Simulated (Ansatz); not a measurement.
**Structure relaxation of Hg2Te3**

Computed with DFT PBE, scalar-relativistic, plane waves, PAW in Ansatz. Cutoff 420 eV, Γ-centred k mesh, Gaussian smearing, no spin polarisation in the final step.

Hg2Te3 was placed on the A-type sesquioxide structure type (P-3m1, No. 164), with Hg in place of La, Te in place of O, at a guessed volume.

```
Hg Te
1.0
     4.76228    0.00000    0.00000
    -2.38114    4.12425    0.00000
     0.00000    0.00000    7.40933
Hg Te
2 3
Cartesian
  0.0000 2.7495 1.8153
  2.3811 1.3748 5.5940
  0.0000 0.0000 0.0000
  0.0000 2.7495 4.7790
  2.3811 1.3748 2.6303
```

Cell and atoms relax at zero pressure; the relaxation can't lower the symmetry of the start. After a coarse first stage the cell is made exact in the group found at 0.06 Å.

Energies over the elements count from the elements' standard structures at the same level, with no empirical corrections.

**Question.** What does it relax into?

**Answer.** It keeps P-3m1 (No. 164), but not the shape of the type it started on. Conventional cell: a = 4.254 Å, c = 9.464 Å. Around Hg lie 6 Te at 3.02–3.05 Å; around Te on Wyckoff site a (1 atom of the primitive cell) lie 6 Hg at 3.05 Å; Te on Wyckoff site d (2 atoms of the primitive cell) is coordinated by 3 Hg at 3.02 Å and 3 Te at 3.38 Å.

```xyz
5
Lattice="4.2541 0.0000 0.0000 -2.1271 3.6842 0.0000 0.0000 0.0000 9.4636" Properties=species:S:1:pos:R:3 pbc="T T T"
Hg    0.0000    2.4561    1.8164
Hg    2.1271    1.2281    7.6472
Te    0.0000    0.0000    0.0000
Te    0.0000    2.4561    5.8959
Te    2.1271    1.2281    3.5678
```

**Question.** What are its volume, energy, density and gap?

**Answer.** The volume per atom is 29.66 Å³ and the density is 8.78 g/cm³. The energy over the elements is 0.08 eV/atom and the gap on the 12×12×4 mesh is 0 eV (a metal).

The final run used a 12×12×4 mesh on its 5-atom cell and 0.10 eV smearing. The k mesh leaves about 4 meV/atom of noise in metals. Spin–orbit coupling is left out. Symmetry constrained the relaxation, so the result can be a saddle point.

Cost: 3 runs of about 2.7 core-minutes in all, on Intel Xeon 6975P-C (Granite Rapids) (shared hosts).